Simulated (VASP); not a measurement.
A run of VASP 6.6.1 is set up as follows.

Contents of INCAR:

```
SYSTEM = Cu
ALGO = Normal ; EDIFF = 1E-7
ENCUT = 350 ; ISIF = 2
ISMEAR = 0 ; LASPH = .True.
LCHARG = .False. ; LREAL = .False.
LWAVE = .False. ; NBANDS = 12
NELM = 80 ; PREC = Accurate
SIGMA = 0.1
```

KPOINTS

```
k-points
0
Gamma
  10 10 10
  0 0 0
```

Contents of POSCAR:

```
Cu                                      
1.0
   -0.0000000000      1.7964096848      1.7964096848
    1.7964096848     -0.0000000000      1.7964096848
    1.7964096848      1.7964096848      0.0000000000
  Cu            
     1
Direct
     0.0000000000000000    0.0000000000000000    0.0000000000000000
```

Potentials or basis: VASP PAW LDA potentials, release 64 (Cu).

Run with:

```bash
$ cat potpaw_LDA.64/Cu/POTCAR > POTCAR
$ mpirun -np 1 vasp_std > vasp.out
```

What does it give for the pressure?

-9.2 GPa.

Predict the band gap on the k mesh.

none (metal or under the smearing width).

Caveat: the cutoff is under 1.25 times the usual one of these potentials, so pressure, stress and relaxed cells hold a basis-set (Pulay) error.
